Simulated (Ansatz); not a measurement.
**BeO, carrier doping**

The reference is BeO in the wurtzite structure (space group P6_3mc, No. 186; a = 2.7118 Å, c = 4.4046 Å).

Carriers are added at fixed cell with a uniform background; the Fermi–Dirac width is that of 300 K.

Computed with PBE (Ansatz, a first-principles code), no spin-orbit coupling.

Notes on the quantities. Fermi level from band edge: Fermi level relative to the doped band's edge (positive inside the band; to 0.05 eV).

```json
[
 {"variant": "undoped", "Fermi level from band edge": "–", "gap between the host's bands": "7.45 eV"},
 {"variant": "electrons 1.5×10^21 cm⁻³", "Fermi level from band edge": "+0.70 eV", "gap between the host's bands": "7.41 eV"},
 {"variant": "electrons 5.0×10^21 cm⁻³", "Fermi level from band edge": "+1.25 eV", "gap between the host's bands": "7.33 eV"},
 {"variant": "electrons 7.0×10^21 cm⁻³", "Fermi level from band edge": "+1.45 eV", "gap between the host's bands": "7.29 eV"},
 {"variant": "electrons 1.0×10^22 cm⁻³", "Fermi level from band edge": "+1.55 eV", "gap between the host's bands": "[?]"},
 {"variant": "holes 1.5×10^21 cm⁻³", "Fermi level from band edge": "+0.10 eV", "gap between the host's bands": "7.49 eV"},
 {"variant": "holes 5.0×10^21 cm⁻³", "Fermi level from band edge": "[?]", "gap between the host's bands": "7.59 eV"},
 {"variant": "holes 7.0×10^21 cm⁻³", "Fermi level from band edge": "+0.30 eV", "gap between the host's bands": "[?]"},
 {"variant": "holes 1.0×10^22 cm⁻³", "Fermi level from band edge": "[?]", "gap between the host's bands": "7.73 eV"}
]
```

Q: Complete the table.

A: 
- electrons 1.0×10^22 cm⁻³, gap between the host's bands: 7.24 eV
- holes 5.0×10^21 cm⁻³, Fermi level from band edge: +0.25 eV
- holes 7.0×10^21 cm⁻³, gap between the host's bands: 7.65 eV
- holes 1.0×10^22 cm⁻³, Fermi level from band edge: +0.40 eV

Carriers are added with a uniform compensating background; total energy and stress of such cells depend on the potential's zero and are not compared; many-body gap narrowing is missing at this level. Gaps are Kohn–Sham eigenvalue differences; semilocal functionals usually give less than the measured gap. No phonon test of stability was made.
